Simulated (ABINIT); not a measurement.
# Co (P6_3/mmc) in ABINIT: convergence with k mesh

Aim: find how far k mesh must go before the results for Co settle, at PBE. This setting moves, with any that are tied to it; all else stays.

Everything below comes from runs of ABINIT 10.8.3 (patched build). Logs are shortened: lines on timing, memory, paths and dates and some standing lists are left out, and cuts for length are marked. The log counts tension as positive stress, the text compression.

## Step 1: Starting point

Symmetry: P6_3/mmc, No. 194, hexagonal system. The conventional cell has a = 2.472 Å, b = 2.472 Å, c = 4.021 Å, α = 90.00°, β = 90.00°, γ = 120.00°. Co (site symmetry -6m2) has 12 Co at 2.47 Å as nearest neighbours.

## Step 2: With k mesh 2 × 2 × 1

The input, run.abi:

```
pp_dirpath "./"
pseudos "Co.GGA_PBE-JTH.xml"

acell 2.4719999032 2.4719999032 4.02114408 Angstrom
rprim
     1.0000000000     0.0000000000     0.0000000000
    -0.5000000000     0.8660254038     0.0000000000
     0.0000000000     0.0000000000     1.0000000000
ntypat 1
znucl 27
natom 2
typat 1 1
xred
     0.6666666667     0.3333333333     0.7500000000
     0.3333333333     0.6666666667     0.2500000000

ecut 707.496042 eV
pawecutdg 48.0
pawxcdev 0

kptopt 1
ngkpt 2 2 1
nshiftk 1
shiftk 0.0 0.0 0.0

ixc 11

nband 22
occopt 3
tsmear 0.1 eV

nsppol 2
spinat
     0.0000000000     0.0000000000     2.0000000000
     0.0000000000     0.0000000000     2.0000000000

nstep 100
tolvrs 1.0e-9

iomode 3
prtwf 0
prtden 0
prteig 0
prtebands 0
enunit 2
```

Potentials or basis: JTH PAW PBE v2.0.

The run is started by

```console
$ abinit run.abi > log 2>&1
```

Wall time 9.4 s (1 thread of Arm Neoverse V1, shared host); peak memory 0.12 GiB.

Results (log left out):

* Free energy: -7967.2832 eV
* Pressure: 3.6 GPa
* Band gap on the k mesh: none (metal or under the smearing width)
* Net moment: 2.80 μB per cell
* Site moments: Co +1.52 μB
* Valence electrons inside the program's atomic spheres: Co 15.57 (radii [1.1161] Å)

## Step 3: With k mesh 3 × 3 × 2

Edit run.abi of step 2 so:

```diff
@@ -21,3 +21,3 @@
 kptopt 1
-ngkpt 2 2 1
+ngkpt 3 3 2
 nshiftk 1
```

Potentials or basis: JTH PAW PBE v2.0.

The run is started by

```console
$ abinit run.abi > log 2>&1
```

Wall time 20 s (1 thread of Arm Neoverse V1, shared host); peak memory 0.12 GiB.

The run converged. Its results:

```
Free energy                                           : -7967.7135 eV
Pressure                                              : 11.2 GPa
Band gap on the k mesh                                : none (metal or under the smearing width)
Net moment                                            : 3.54 μB per cell
Site moments                                          : Co +1.83 μB
Valence electrons inside the program's atomic spheres : Co 15.55 (radii [1.1161] Å)
```

## Step 4: With k mesh 4 × 4 × 3

Edit run.abi of step 3 so:

```diff
@@ -21,3 +21,3 @@
 kptopt 1
-ngkpt 3 3 2
+ngkpt 4 4 3
 nshiftk 1
```

The run is started by

```console
$ abinit run.abi > log 2>&1
```

It took 19 s on 1 thread of Arm Neoverse V1, shared host; peak memory 0.12 GiB.

Results (log left out):

| Property | Result |
| --- | --- |
| Free energy | -7967.9671 eV |
| Pressure | 3.5 GPa |
| Band gap on the k mesh | none (metal or under the smearing width) |
| Net moment | 2.99 μB per cell |
| Site moments | Co +1.57 μB |
| Valence electrons inside the program's atomic spheres | Co 15.58 (radii [1.1161] Å) |

## Step 5: With k mesh 6 × 6 × 4

Edit run.abi of step 4 so:

```diff
@@ -21,3 +21,3 @@
 kptopt 1
-ngkpt 4 4 3
+ngkpt 6 6 4
 nshiftk 1
```

The run is started by

```console
$ abinit run.abi > log 2>&1
```

It took 39 s on 1 thread of Arm Neoverse V1, shared host; peak memory 0.13 GiB.

Results (log left out):

```yaml
Free_energy: -7967.9824 eV
Pressure: 4.9 GPa
Band_gap_on_the_k_mesh: none (metal or under the smearing width)
Net_moment: 3.20 μB per cell
Site_moments: Co +1.67 μB
Valence_electrons_inside_the_program's_atomic_spheres: Co 15.57 (radii [1.1161] Å)
```

## Step 6: With k mesh 8 × 8 × 4

Edit run.abi of step 5 so:

```diff
@@ -21,3 +21,3 @@
 kptopt 1
-ngkpt 6 6 4
+ngkpt 8 8 4
 nshiftk 1
```

Potentials or basis: JTH PAW PBE v2.0.

The run is started by

```console
$ abinit run.abi > log 2>&1
```

It took 68 s on 1 thread of Arm Neoverse V1, shared host; peak memory 0.14 GiB.

Results (log left out):

```
Free energy                                           : -7967.9616 eV
Pressure                                              : 5.2 GPa
Band gap on the k mesh                                : none (metal or under the smearing width)
Net moment                                            : 3.20 μB per cell
Site moments                                          : Co +1.68 μB
Valence electrons inside the program's atomic spheres : Co 15.57 (radii [1.1161] Å)
```

## Step 7: With k mesh 9 × 9 × 5

Edit run.abi of step 6 so:

```diff
@@ -21,3 +21,3 @@
 kptopt 1
-ngkpt 8 8 4
+ngkpt 9 9 5
 nshiftk 1
```

The run is started by

```console
$ abinit run.abi > log 2>&1
```

It took 70 s on 1 thread of Arm Neoverse V1, shared host; peak memory 0.15 GiB.

It converged, with:

| Quantity | Value |
| --- | --- |
| Free energy | -7967.9564 eV |
| Pressure | 4.2 GPa |
| Band gap on the k mesh | none (metal or under the smearing width) |
| Net moment | 3.08 μB per cell |
| Site moments | Co +1.62 μB |
| Valence electrons inside the program's atomic spheres | Co 15.57 (radii [1.1161] Å) |

## Step 8: With k mesh 10 × 10 × 6

Edit run.abi of step 7 so:

```diff
@@ -21,3 +21,3 @@
 kptopt 1
-ngkpt 9 9 5
+ngkpt 10 10 6
 nshiftk 1
```

The run is started by

```console
$ abinit run.abi > log 2>&1
```

Wall time 1.9 min (1 thread of Arm Neoverse V1, shared host); peak memory 0.16 GiB.

The run converged. Its results:

```yaml
Free_energy: -7967.9570 eV
Pressure: 5.8 GPa
Band_gap_on_the_k_mesh: none (metal or under the smearing width)
Net_moment: 3.26 μB per cell
Site_moments: Co +1.71 μB
Valence_electrons_inside_the_program's_atomic_spheres: Co 15.57 (radii [1.1161] Å)
```

## Step 9: With k mesh 12 × 12 × 8

Edit run.abi of step 8 so:

```diff
@@ -21,3 +21,3 @@
 kptopt 1
-ngkpt 10 10 6
+ngkpt 12 12 8
 nshiftk 1
```

Potentials or basis: JTH PAW PBE v2.0.

The run is started by

```console
$ abinit run.abi > log 2>&1
```

Wall time 2.7 min (1 thread of Arm Neoverse V1, shared host); peak memory 0.2 GiB.

It converged, with:

```yaml
Free_energy: -7967.9512 eV
Pressure: 5.4 GPa
Band_gap_on_the_k_mesh: none (metal or under the smearing width)
Net_moment: 3.21 μB per cell
Site_moments: Co +1.68 μB
Valence_electrons_inside_the_program's_atomic_spheres: Co 15.57 (radii [1.1161] Å)
```

## Step 10: With k mesh 15 × 15 × 9

Edit run.abi of step 9 so:

```diff
@@ -21,3 +21,3 @@
 kptopt 1
-ngkpt 12 12 8
+ngkpt 15 15 9
 nshiftk 1
```

Potentials or basis: JTH PAW PBE v2.0.

The run is started by

```console
$ abinit run.abi > log 2>&1
```

run.abo:

```text
.Version 10.8.3 of ABINIT
 Symmetries : space group P6_3/m m c (#194); Bravais hP (primitive hexag.)
================================================================================
 Values of the parameters that define the memory need of the present run
     intxc =       0    ionmov =       0      iscf =      17    lmnmax =      18
     lnmax =       6     mgfft =      36  mpssoang =       3    mqgrid =    3001
     natom =       2  nloc_mem =       2    nspden =       2   nspinor =       1
    nsppol =       2      nsym =      24    n1xccc =       1    ntypat =       1
    occopt =       3   xclevel =       2
       mpw =         927          nfft =       20736          nkpt =         135
 PAW method is used; the additional fine FFT grid is defined by:
   mgfftf=        48    nfftf =     43200
================================================================================
================================================================================

--------------------------------------------------------------------------------
------------- Echo of variables that govern the present computation ------------
--------------------------------------------------------------------------------
 -outvars: echo values of preprocessed input variables --------
            acell      4.6714028003E+00  4.6714028003E+00  7.5988610240E+00 Bohr
              amu      5.89332000E+01
             ecut      2.60000000E+01 Hartree
           enunit           2
                       outvar_i_n : Printing only first  50 k-points.
              ixc          11
                       outvar_i_n : Printing only first  50 k-points.
         kptrlatt       15    0    0      0   15    0      0    0    9
          kptrlen      6.83897492E+01
            natom           2
            nband          22
            ngfft          24      24      36
          ngfftdg          30      30      48
             nkpt         135
           nspden           2
           nsppol           2
            nstep         100
             nsym          24
           ntypat           1
                       prtocc : prtvol=0, do not print more k-points.
                       1.000000  1.000000  1.000000  1.000000  1.000000  1.000000
                       1.000000  1.000000  1.000000  1.000000  1.000000  1.000000
                       1.000000  1.000000  1.000000  1.000000  1.000000  0.000000
                       0.000000  0.000000  0.000000  0.000000
                       1.000000  1.000000  1.000000  1.000000  1.000000  1.000000
                       1.000000  1.000000  1.000000  1.000000  1.000000  1.000000
                       1.000000  1.000000  1.000000  1.000000  1.000000  0.000000
                       0.000000  0.000000  0.000000  0.000000
                       1.000000  1.000000  1.000000  1.000000  1.000000  1.000000
                       1.000000  1.000000  1.000000  1.000000  1.000000  1.000000
                       1.000000  1.000000  1.000000  1.000000  1.000000  0.000000
                       0.000000  0.000000  0.000000  0.000000
                       1.000000  1.000000  1.000000  1.000000  1.000000  1.000000
                       1.000000  1.000000  1.000000  1.000000  1.000000  1.000000
                       1.000000  1.000000  1.000000  1.000000  1.000000  0.000000
                       0.000000  0.000000  0.000000  0.000000
                       1.000000  1.000000  1.000000  1.000000  1.000000  1.000000
[... 168 lines left out ...]
                       1.000000  1.000000  1.000000  1.000000  1.000000  1.000000
                       1.000000  1.000000  1.000000  1.000000  1.000000  0.000000
                       0.000000  0.000000  0.000000  0.000000
                       1.000000  1.000000  1.000000  1.000000  1.000000  1.000000
                       1.000000  1.000000  1.000000  1.000000  1.000000  1.000000
[... 208 lines left out ...]
   1.00000    1.00000    0.99997    0.99995    0.99995    0.99789    0.99789    0.95451
   0.81259    0.81259    0.00002    0.00002    0.00000    0.00000
 prteigrs : prtvol=0 or 1, do not print more k-points.

 Fermi (or HOMO) energy (eV) =  14.53071   Average Vxc (eV)= -12.91498
 Eigenvalues (   eV  ) for nkpt= 135  k points, SPIN UP:
 kpt#   1, nband= 22, wtk=  0.00049, kpt=  0.0000  0.0000  0.0000 (reduced coord)
 -81.56378  -81.50363  -44.96762  -44.66442  -44.66442  -44.62148  -44.61522  -44.61522
   5.39406    9.25574   11.85671   11.90984   11.90984   12.22844   12.22844   12.60811
  12.60811   13.72844   13.72844   14.28768   20.92278   36.55755
 prteigrs : prtvol=0 or 1, do not print more k-points.

 Eigenvalues (   eV  ) for nkpt= 135  k points, SPIN DOWN:
 kpt#   1, nband= 22, wtk=  0.00049, kpt=  0.0000  0.0000  0.0000 (reduced coord)
 -79.51334  -79.44876  -42.98309  -42.66231  -42.66231  -42.60951  -42.60951  -42.60652
   5.38632   10.17558   13.47455   13.54165   13.54165   13.91478   13.91478   14.22633
  14.38401   14.38401   15.62598   15.62598   21.95682   36.25347
 prteigrs : prtvol=0 or 1, do not print more k-points.

--- !EnergyTerms
iteration_state     : {dtset: 1, }
comment             : Components of total free energy in Hartree
kinetic             :  2.35746361241066E+01
hartree             :  6.80976471118953E+01
xc                  : -6.31544323320751E+00
Ewald energy        : -2.00818620301223E+02
psp_core            :  7.15981754359691E+00
local_psp           : -2.35592544891223E+02
PAW spherical_terms :  5.10796556546940E+01
internal            : -2.92814851991361E+02
'-kT*entropy'       : -2.16666081166497E-03
total_energy        : -2.92817018652173E+02
total_energy_eV     : -7.96795699394090E+03
...

--- !EnergyTermsDC
iteration_state     : {dtset: 1, }
comment             : '"Double-counting" decomposition of free energy'
band_energy         : -2.31692696681141E+01
Ewald energy        : -2.00818620301223E+02
psp_core            :  7.15981754359691E+00
xc_dc               : -6.61842748831551E+01
PAW spherical_terms : -9.80249407477337E+00
internal            : -2.92814841383669E+02
'-kT*entropy'       : -2.16666081166497E-03
total_energy_dc     : -2.92817008044481E+02
total_energy_dc_eV  : -7.96795670529089E+03
...

--- !EnergyTermsWithPAWCore
iteration_state     : {dtset: 1, }
comment             : 'Components of total free energy, including PAW core contributions'
Total energy        : -2.78689960410414E+03
Total energy DC     : -2.78689959349644E+03
Total energy (eV)   : -7.58354015560492E+04
Total energy DC (eV): -7.58354012673991E+04
...

 Cartesian components of stress tensor (hartree/bohr^3)
  sigma(1 1)= -2.00800660E-04  sigma(3 2)=  0.00000000E+00
  sigma(2 2)= -2.00800662E-04  sigma(3 1)=  0.00000000E+00
  sigma(3 3)= -1.31374126E-04  sigma(2 1)=  0.00000000E+00

-Cartesian components of stress tensor (GPa)         [Pressure=  5.2269E+00 GPa]
- sigma(1 1)= -5.90775939E+00  sigma(3 2)=  0.00000000E+00
- sigma(2 2)= -5.90775944E+00  sigma(3 1)=  0.00000000E+00
- sigma(3 3)= -3.86516024E+00  sigma(2 1)=  0.00000000E+00

== END DATASET(S) ==============================================================
================================================================================

 -outvars: echo values of variables after computation  --------
            acell      4.6714028003E+00  4.6714028003E+00  7.5988610240E+00 Bohr
           etotal     -2.9281700804E+02
            fcart      8.6461562134E-29  4.9918606172E-29  1.0381304550E-31
                      -8.6461562134E-29 -4.9918606172E-29 -1.0381304550E-31
            rprim      1.0000000000E+00  0.0000000000E+00  0.0000000000E+00
                      -5.0000000000E-01  8.6602540380E-01  0.0000000000E+00
                       0.0000000000E+00  0.0000000000E+00  1.0000000000E+00
           strten     -2.0080066032E-04 -2.0080066210E-04 -1.3137412646E-04
                       0.0000000000E+00  0.0000000000E+00  0.0000000000E+00
           xangst      1.2359999516E+00  7.1360490479E-01  3.0158580600E+00
                       3.2314526188E-17  1.4272098096E+00  1.0052860200E+00
             xred      6.6666666667E-01  3.3333333333E-01  7.5000000000E-01
                       3.3333333333E-01  6.6666666667E-01  2.5000000000E-01
 Calculation completed.
```

Run time: 4.4 min. Hardware: 1 thread of Arm Neoverse V1, shared host; peak memory 0.23 GiB.

What came out:

| Property | Result |
| --- | --- |
| Free energy | -7967.9567 eV |
| Pressure | 5.2 GPa |
| Band gap on the k mesh | none (metal or under the smearing width) |
| Net moment | 3.20 μB per cell |
| Site moments | Co +1.68 μB |
| Valence electrons inside the program's atomic spheres | Co 15.57 (radii [1.1161] Å) |

## Step 11: The series at a glance

```csv
k mesh,"energy less the tightest run, at zero smearing (meV/atom)",pressure (GPa),largest site moment (μB),SCF cycles,CPU time (s),peak memory (GiB)
2 × 2 × 1,335.86,3.55,1.52,16,9.4,0.12
3 × 3 × 2,137.27,11.23,1.83,20,20,0.12
4 × 4 × 3,-5.28,3.52,1.57,16,19,0.12
6 × 6 × 4,-12.48,4.90,1.67,16,39,0.13
8 × 8 × 4,-2.99,5.23,1.68,21,68,0.14
9 × 9 × 5,0.34,4.20,1.62,17,70,0.15
10 × 10 × 6,0.10,5.78,1.71,19,110,0.16
12 × 12 × 8,4.11,5.35,1.68,16,160,0.2
15 × 15 × 9,0.00,5.23,1.68,19,260,0.23
```

Against the tightest run, the largest site moment stays within 0.02 μB from 12 × 12 × 8 on. Not settled before the last step: the energy (to 1 meV/atom), the pressure (to 0.1 GPa). Meshes of other sizes hit other points, so gaps and Fermi surfaces needn't settle smoothly. The tightest run that finished is the yardstick and may itself not be fully converged.
